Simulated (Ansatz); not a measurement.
Response of TaN to small distortions

```xyz
2
Lattice="2.9380 0.0000 0.0000 -1.4690 2.5444 0.0000 0.0000 0.0000 2.8830" Properties=species:S:1:pos:R:3 pbc="T T T"
Ta    0.0000    1.6963    1.4415
N     0.0000    0.0000    0.0000
```

Atom numbers follow the list: Ta1, N2.

The cell comes from COD entry 1538016, which wasn't checked; take it as a given geometry.

No spin–orbit coupling, which matters for the heavy atoms here.

Theory: DFT, PBEsol, all-electron PAW with datasets made for the crystal, scalar-relativistic in Ansatz 0.2.0.

Sampling and basis: a Γ-centred 12×12×10 k mesh, Fermi–Dirac smearing of 0.02 eV, cutoff 480 eV (chosen by the program for this cell), no spin polarisation.

The unchanged cell is at -4.78 GPa.

In a metal, stresses and small energies carry noise from the k mesh.

x, y and z are the Cartesian axes of the cell as listed; fractional coordinates follow a strain, and an engineering shear is twice the off-diagonal strain component.

With equal xy, yz and zx engineering shear strains of -3 %: energy change +22 meV/atom; stress change (xx, yy, zz, yz, xz, xy) 0.69, 1.22, 1.02, 7.58, 7.60, 7.14 GPa, compression positive; change of the force on N2 (0.090, 0.006, 0.049) eV/Å.

Problem. With this change (equal xy, yz and zx engineering shear strains of -1 %), what becomes of the energy and stress and forces?

Solution. Energy change +2 meV/atom; stress change (xx, yy, zz, yz, xz, xy) 0.01, 0.20, 0.12, 2.45, 2.45, 2.24 GPa, compression positive; change of the force on N2 (0.019, 0.000, 0.005) eV/Å.

With equal xy, yz and zx engineering shear strains of +2 %: energy change +9 meV/atom; stress change (xx, yy, zz, yz, xz, xy) 0.18, 0.64, 0.43, -4.66, -4.66, -4.19 GPa, compression positive; change of the force on N2 (-0.010, 0.002, 0.020) eV/Å.

Problem. With this change (equal xy, yz and zx engineering shear strains of -2 %), what becomes of the energy and stress and forces?

Solution. Energy change +10 meV/atom; stress change (xx, yy, zz, yz, xz, xy) 0.19, 0.65, 0.46, 4.98, 4.99, 4.49 GPa, compression positive; change of the force on N2 (0.049, 0.002, 0.022) eV/Å.

Problem. With this change (equal xy, yz and zx engineering shear strains of +1 %), what becomes of the energy and stress?

Solution. Energy change +2 meV/atom; stress change (xx, yy, zz, yz, xz, xy) 0.00, 0.20, 0.12, -2.37, -2.37, -2.16 GPa, compression positive.

Problem. With this change (equal xy, yz and zx engineering shear strains of +3 %), what becomes of the energy and stress and forces?

Solution. Energy change +20 meV/atom; stress change (xx, yy, zz, yz, xz, xy) 0.67, 1.19, 0.95, -6.87, -6.89, -6.47 GPa, compression positive; change of the force on N2 (-0.003, 0.004, 0.044) eV/Å.
